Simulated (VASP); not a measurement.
**BN: equation of state with PBE**

BN:

```
CELL_PARAMETERS angstrom
4.42422 0.00000 0.00000
0.00000 4.42422 0.00000
0.00000 0.00000 2.55036
ATOMIC_POSITIONS crystal
N 0.18740 0.18740 0.50000
N 0.68740 0.31260 0.00000
N 0.31260 0.68740 0.00000
N 0.81260 0.81260 0.50000
B 0.82572 0.17428 0.50000
B 0.67428 0.67428 0.00000
B 0.32572 0.32572 0.00000
B 0.17428 0.82572 0.50000
```

Measurements of this composition are mostly on another form, of space group No. 194.

| Quantity | Value |
| --- | --- |
| Program | VASP 6.6.1 |
| Task | equation of state |
| Functional | PBE |
| Potentials or basis | VASP PAW PBE potentials, release 64 (N, B) |
| Cutoff | 520 eV |
| k mesh | 6 × 6 × 10 |
| Occupations | fermi-dirac, width 0.05 eV |
| Spin | no spin polarisation |
| Further INCAR settings | ALGO = Normal; EDIFF = 1e-07; NBANDS = 26 |

```
Equilibrium volume                        : 6.24 Å³/atom
Bulk modulus at fixed shape and positions : 353 GPa
Pressure derivative of the bulk modulus   : 3.7
```

Energy against volume, from the lowest point:
| volume (Å³/atom) | energy (meV/atom) |
| --- | --- |
| 5.866 | 27.75 |
| 5.990 | 12.04 |
| 6.115 | 3.00 |
| 6.240 | 0.00 |
| 6.365 | 2.52 |
| 6.490 | 10.05 |
| 6.614 | 22.16 |

All runs of the series together: 5 min on 1 thread of AMD EPYC 9R45 96-Core Processor (Zen 5) (shared host).

Caveat: the cell was scaled at fixed shape and fractional positions, which overstates the stiffness of a crystal with free parameters, most of all of layers and chains.
